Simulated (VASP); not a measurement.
# Cu in VASP: work function with PBE

Aim: the work function of Cu with PBE.

Everything below comes from runs of VASP 6.6.1. Logs are shortened: lines on timing, memory, paths and dates and some standing lists are left out, and cuts for length are marked.

## Step 1: The undisturbed slab

The cell holds a slab with vacuum, 6 atoms: a = 2.531 Å, b = 2.531 Å, c = 25.327 Å, α = 90.00°, β = 90.00°, γ = 120.00°.

The slab is cut from a database's or a generator's crystal, which needn't be the stable form of the element.

## Step 2: Work function, PBE (the (0 0 1) slab of Cu, cut from the database cell, not relaxed)

File INCAR:

```
SYSTEM = Cu
ALGO     = Normal         ! electronic algorithm
DIPOL    = 0.5 0.5 0.500
EDIFF    = 1E-6           ! SCF threshold, eV
ENCUT    = 520            ! plane-wave cutoff, eV
GGA      = PE             ! functional
IDIPOL   = 3            
ISIF     = 2              ! what is computed and relaxed
ISMEAR   = 0              ! smearing method
LASPH    = .True.         ! aspherical terms in the spheres
LCHARG   = .True.         ! write CHGCAR
LDIPOL   = .True.       
LELF     = .True.         ! ELF
LREAL    = .False.        ! projectors in reciprocal space
LVACPOTAV= .True.       
LVHAR    = .True.       
LWAVE    = .False.        ! write WAVECAR
NELM     = 80             ! most SCF steps
PREC     = Accurate       ! precision mode
SIGMA    = 0.05           ! smearing width, eV
```

File KPOINTS:

```
k-points
0
Gamma
  12 12 1
  0 0 0
```

File POSCAR:

```
Cu
1.0
    2.5307640267      0.0000000000      0.0000000000
   -1.2653820133      2.1917059381      0.0000000000
    0.0000000000      0.0000000000     25.3272688500
Cu
6
Direct
    0.6666666700      0.3333333400      0.2961235198
    0.0000000000      0.0000000000      0.3776741119
    0.3333333300      0.6666666600      0.4592247040
    0.0000000000      0.0000000000      0.5407752960
    0.6666666700      0.3333333400      0.6223258881
    0.0000000000      0.0000000000      0.7038764802
```

Potentials or basis: VASP PAW PBE potentials, release 64 (Cu).

Run with:

```sh
$ cat potpaw_PBE.64/Cu/POTCAR > POTCAR
$ mpirun -np 1 vasp_std > vasp.out
```

OUTCAR:

```text
SYSTEM = Cu
   EDIFF = 1E-6
   ENCUT = 520
   GGA = PE
   ISIF = 2
   ISMEAR = 0
   LASPH = .True.
   LREAL = .False.
   NELM = 80
   PREC = Accurate

 ion  position               nearest neighbor table
   1  0.667  0.333  0.296-   2 2.53   2 2.53   2 2.53
   2  0.000  0.000  0.378-   3 2.53   1 2.53   3 2.53   1 2.53   1 2.53   3 2.53
   3  0.333  0.667  0.459-   4 2.53   2 2.53   4 2.53   4 2.53   2 2.53   2 2.53
   4  0.000  0.000  0.541-   3 2.53   5 2.53   3 2.53   3 2.53   5 2.53   5 2.53
   5  0.667  0.333  0.622-   4 2.53   6 2.53   4 2.53   6 2.53   4 2.53   6 2.53
   6  0.000  0.000  0.704-   5 2.53   5 2.53   5 2.53

  LATTYP: Found a hexagonal cell.
 ALAT       =     2.5307640267
 C/A-ratio  =    10.0077559910

  Lattice vectors:

 A1 = (   2.5307640267,   0.0000000000,   0.0000000000)
 A2 = (  -1.2653820133,   2.1917059381,   0.0000000000)
 A3 = (   0.0000000000,   0.0000000000,  25.3272688500)

Analysis of symmetry for initial positions (statically):
=====================================================================
 Subroutine PRICEL returns:
 Original cell was already a primitive cell.

 Routine SETGRP: Setting up the symmetry group for a
 hexagonal supercell.

 Subroutine GETGRP returns: Found  6 space group operations
 (whereof  6 operations were pure point group operations)
 out of a pool of 24 trial point group operations.

The static configuration has the point symmetry C_3v.

Analysis of symmetry for dynamics (positions and initial velocities):
=====================================================================
 Subroutine PRICEL returns:
 Original cell was already a primitive cell.

 Routine SETGRP: Setting up the symmetry group for a
 hexagonal supercell.

 Subroutine GETGRP returns: Found  6 space group operations
 (whereof  6 operations were pure point group operations)
 out of a pool of 24 trial point group operations.

The dynamic configuration has the point symmetry C_3v.

 Subroutine INISYM returns: Found  6 space group operations
 (whereof  6 operations are pure point group operations),
 and found     1 'primitive' translations

----------------------------------------------------------------------------------------

                                     Primitive cell

  volume of cell :     140.4825

  direct lattice vectors                    reciprocal lattice vectors
[... 95 lines left out ...]
   ISIF   =      2    stress and relaxation
   ISYM   =      2    0-nonsym 1-usesym 2-fastsym
   POTIM  = 0.5000    time-step for ionic-motion
   TEBEG  =    0.0;   TEEND  =   0.0 temperature during run
   PSTRESS=    0.0 pullay stress
   NELECT =      66.0000    total number of electrons
   NUPDOWN=      -1.0000    fix difference up-down
   EMIN   =  10.00;   EMAX   =-10.00  energy-range for DOS
   EFERMI =   0.00;   METHOD = LEGACY
   ISMEAR =     0;   SIGMA  =   0.05  broadening in eV -4-tet -1-fermi 0-gaus
   EFERMI_NEDOS =   21; number of points for ismear=-14 and -15
   IALGO  =     38    algorithm
   IMIX   =      4    mixing-type and parameters
     AMIX     =   0.40;   BMIX     =  1.00
     AMIX_MAG =   1.60;   BMIX_MAG =  1.00
  volume/ion in A,a.u.               =      23.41       158.00
  Fermi-wavevector in a.u.,A,eV,Ry     =   1.272669  2.404995 22.037162  1.619686
  Thomas-Fermi vector in A             =   2.405534
   LORBIT       =      0    0 simple, 1 ext, 2 COOP (PROOUT), +10 PAW based schemes
   GGA     = PE    functional components
   LHFCALC =     F    Hartree Fock is set to
   AEXX    =    0.0000 exact exchange contribution
   IVDW    =     0    specifies the selected vdW correction
   LEPSILON=     F    determine dielectric tensor
   LRPA    =     F    only Hartree local field effects (RPA)
 non-spin polarized calculation
 Gauss-broadening in eV      SIGMA  =   0.05
  energy-cutoff  :      520.00
  volume of cell :      140.48
 maximum number of plane-waves:      3816
 NGX is ok and might be reduce to    20
   NGX =  9   NGY =  9   NGZ = 95

 dipolmoment           0.000000      0.000000      0.000098 electrons x Angstroem

 number of electron      66.0000018 magnetization

 dipolmoment           0.000000      0.000000     -0.000095 electrons x Angstroem

 Free energy of the ion-electron system (eV)
  ---------------------------------------------------
  ext. energy  EPLUGINS =         0.00000000
  ---------------------------------------------------
  free energy    TOTEN  =       -21.36776489 eV

  energy without entropy =      -21.36110472  energy(sigma->0) =      -21.36443480

 E-fermi :   1.6126     XC(G=0):  -7.0452

 val. band max:        1.6021631395   @ k =   0.4167   0.0833   0.0000
 cond. band min:       1.6157364889   @ k =   0.2500   0.2500   0.0000
 fundamental gap:      0.0135733495
 Fermi energy:         1.6125830042

 k-point     1 :       0.0000    0.0000    0.0000
  band No.  band energies     occupation
      1      -7.7796      2.00000
      2      -7.1422      2.00000
      3      -6.1313      2.00000
      4      -4.9452      2.00000
      5      -4.0178      2.00000
      6      -3.6961      2.00000
[... 787 lines left out ...]
     38       6.2682      0.00000
     39       6.5936      0.00000

------------------------ aborting loop because EDIFF is reached ----------------------------------------

  FORCE on cell =-STRESS in cart. coord.  units (eV):
  Direction    XX          YY          ZZ          XY          YZ          ZX
  --------------------------------------------------------------------------------------
  -------------------------------------------------------------------------------------
  Total        2.0742095      2.0742095      1.5746728      0.0000000      0.0000000      0.0000000
  in kB       23.6559780     23.6559780     17.9588539      0.0000000      0.0000000      0.0000000
  external PRESSURE =      21.7569366 kB  Pullay stress =       0.0000000 kB

 VOLUME and BASIS-vectors are now :
 -----------------------------------------------------------------------------
  energy-cutoff  :      520.00
  volume of cell :      140.48
      direct lattice vectors                 reciprocal lattice vectors
     2.530764027  0.000000000  0.000000000     0.395137591  0.228132794  0.000000000
    -1.265382013  2.191705938  0.000000000     0.000000000  0.456265589  0.000000000
     0.000000000  0.000000000 25.327268850     0.000000000  0.000000000  0.039483136

 POSITION                                       TOTAL-FORCE (eV/Angst)
 -----------------------------------------------------------------------------------
      1.26538      0.73057      7.50000        -0.000000     -0.000000     -0.108095
      0.00000      0.00000      9.56545        -0.000000      0.000000     -0.071227
      0.00000      1.46114     11.63091        -0.000000      0.000000      0.001657
      0.00000      0.00000     13.69636        -0.000000     -0.000000      0.002280
      1.26538      0.73057     15.76182         0.000000     -0.000000      0.034229
      0.00000      0.00000     17.82727        -0.000000     -0.000000      0.141157
 -----------------------------------------------------------------------------------
    total drift:                               -0.000001     -0.000001     -0.000412

  FREE ENERGIE OF THE ION-ELECTRON SYSTEM (eV)
  ---------------------------------------------------
  free  energy   TOTEN  =       -21.3677648881 eV

  energy  without entropy=      -21.3611047200  energy(sigma->0) =      -21.36443480

 vacuum level on the upper side and lower side of the slab         6.227         6.230
```

OSZICAR:

```text
N       E                     dE             d eps       ncg     rms          rms(c)
DAV:   1     0.587029101933E+03    0.58703E+03   -0.30062E+04  1482   0.246E+03
DAV:   2     0.408335815084E+02   -0.54620E+03   -0.53206E+03  1482   0.454E+02
DAV:   3    -0.240511744008E+02   -0.64885E+02   -0.60102E+02  1552   0.210E+02
DAV:   4    -0.264304198404E+02   -0.23792E+01   -0.23369E+01  1779   0.509E+01
[... 19 lines left out ...]
DAV:  24    -0.213677488552E+02   -0.14708E-04   -0.13005E-06   967   0.242E-02    0.154E-03
DAV:  25    -0.213677564066E+02   -0.75514E-05   -0.62481E-07   930   0.233E-02    0.913E-04
DAV:  26    -0.213677624784E+02   -0.60718E-05   -0.43743E-07   911   0.104E-02    0.514E-04
DAV:  27    -0.213677642957E+02   -0.18173E-05   -0.16082E-07   895   0.766E-03    0.360E-04
DAV:  28    -0.213677648881E+02   -0.59240E-06   -0.56611E-08   874   0.398E-03
   1 F= -.21367765E+02 E0= -.21364435E+02  d E =-.666017E-02
```

Wall time 2.8 min (1 thread of Intel Xeon Platinum 8488C (Sapphire Rapids), shared host); peak memory 0.3 GiB.

What came out:

```yaml
Free_energy: -21.3678 eV
Largest_force: 0.141 eV/Å
Band_gap_on_the_k_mesh: none (metal or under the smearing width)
Work_function_of_the_upper_face: 4.61 eV
Work_function_of_the_lower_face: 4.62 eV
```

Forces on the atoms (eV/Å):
```
Cu   0.000  0.000 -0.108
Cu   0.000  0.000 -0.071
Cu   0.000  0.000  0.002
Cu   0.000  0.000  0.002
Cu   0.000  0.000  0.034
Cu   0.000  0.000  0.141
```

Levels at points of the mesh, in eV from the Fermi level:
| k point | band 29 | band 30 | band 31 | band 32 | band 33 | band 34 | band 35 | band 36 | band 37 | band 38 |
| --- | --- | --- | --- | --- | --- | --- | --- | --- | --- | --- |
| (0.00, 0.00, 0.00) | -2.10 | -1.91 | -1.91 | -1.78 | -1.78 | -1.72 | -1.72 | -1.02 | -0.52 | 4.13 |
| (0.50, 0.00, 0.00) | -1.47 | -1.47 | -0.36 | 0.11 | 0.54 | 1.13 | 1.43 | 1.55 | 4.70 | 4.81 |
